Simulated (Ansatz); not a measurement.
PbI₂: levels along high-symmetry lines

```
Pb I
1.0
     4.61269    0.00000    0.00000
    -2.30635    3.99471    0.00000
     0.00000    0.00000    7.25703
Pb I
1 2
Direct
  0.00000 0.00000 0.00000
  0.66667 0.33333 0.74095
  0.33333 0.66667 0.25905
```

Atom numbers follow the list: Pb1, I2, I3.

The cell is the one relaxed in the Materials Project (mp-22893), not relaxed further here; entries there can be hypothetical.

Spin–orbit coupling is left out, though it moves levels of the heavy atoms by tenths of an eV or more.

Theory: Ansatz 0.2.0, DFT, PBEsol, all-electron LAPW, scalar-relativistic.

The runs use a Γ-centred 6×6×4 k mesh, Fermi–Dirac smearing of 0.02 eV, basis error target 1 meV/atom, no spin polarisation.

Points in fractions of the reciprocal vectors of this cell: Γ (0, 0, 0), M (0.5, 0, 0), K (0.333, 0.333, 0), A (0, 0, 0.5), L (0.5, 0, 0.5), H (0.333, 0.333, 0.5). The path joins them by straight lines in the order Γ–M–K–Γ–A–L–H–A–L; legs that retrace an earlier one aren't tabulated. Energies are in eV from the top of the valence band.

List the levels at Γ between -8 and 6 eV.

-6.79, -0.97, -0.84 (×2), -0.72 (×2), -0.64, 2.47, 3.36 (×2).

List the levels at M between -8 and 6 eV.

-7.25, -2.73, -2.10, -1.82, -1.29, -0.64, -0.34, 2.90, 3.75, 4.57, 5.24.

List the levels at A between -8 and 6 eV.

-6.66, -1.61, -0.94 (×2), -0.60 (×2), 0.00, 2.24, 3.23 (×2).

What is the band gap?

2.24 eV, direct at A (0, 0, 0.5).
